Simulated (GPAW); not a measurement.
Set up this calculation in GPAW 26.7.0, as an ASE script.

| Quantity | Value |
| --- | --- |
| Task | single point |
| Functional | BHandHLYP |
| Potentials or basis | GPAW PAW data sets (gpaw-data 1.2.1) |
| Cutoff | 450 eV |
| Basis | pw |
| k mesh | 3 × 3 × 3 |
| Occupations | fermi-dirac, width 0.05 eV |
| Spin | no spin polarisation |
| Maxiter | 60 |

The system is HgSe.

```xyz
2
Lattice="0.0000 3.0390 3.0390 3.0390 0.0000 3.0390 3.0390 3.0390 0.0000" Properties=species:S:1:pos:R:3 pbc="T T T"
Hg    0.0000    0.0000    0.0000
Se    1.5195    1.5195    1.5195
```

One way to write it, as run:

run.py

```python
from ase.dft.bandgap import bandgap
from ase.io import write
from ase.spacegroup import crystal
from gpaw import GPAW, PW

# Hg 4a
# Se 4c
atoms = crystal(['Hg', 'Se'],
                basis=[[0.0, 0.0, 0.0],
                       [0.25, 0.25, 0.25]],
                spacegroup=216, setting=1,  # F-43m
                cellpar=[6.078, 6.078, 6.078, 90.0, 90.0, 90.0],
                primitive_cell=True)

calc = GPAW(mode=PW(450),
            xc={'name': 'HYB_GGA_XC_BHANDHLYP', 'fraction': 0.5, 'omega': 0.0, 'backend': 'pw'},
            kpts={'size': (3, 3, 3), 'gamma': True},
            occupations={'name': 'fermi-dirac', 'width': 0.05},
            nbands=14,
            convergence={'density': 1e-05, 'energy': 1e-05},
            maxiter=60,
            txt='gpaw.txt')
atoms.calc = calc
energy = atoms.get_potential_energy()
calc.write('gs.gpw')
write('result.traj', atoms)
print(f'Energy: {energy:.6f} eV')
print('Fermi level:', round(calc.get_fermi_level(), 4), 'eV')
print(f'Gap: {bandgap(calc)[0]:.4f} eV, direct: {bandgap(calc, direct=True)[0]:.4f} eV')
```

Potentials or basis: GPAW PAW data sets (gpaw-data 1.2.1), pw.

Run with:

```bash
$ OMP_NUM_THREADS=1 python run.py
```

Results of the run:

```json
{"Band gap on the k mesh": "2.33 eV, direct"}
```

Caveat: the k mesh is coarse (spacing up to 0.60 Å⁻¹), so the values aren't converged, least of all with exact exchange; exact exchange converges slowly with the k mesh, and this mesh is small; spin-orbit coupling is left out, which moves the levels of the heavy elements.

It took 21 min on 1 thread of Arm Neoverse V1 (shared host), peak memory 0.28 GiB.
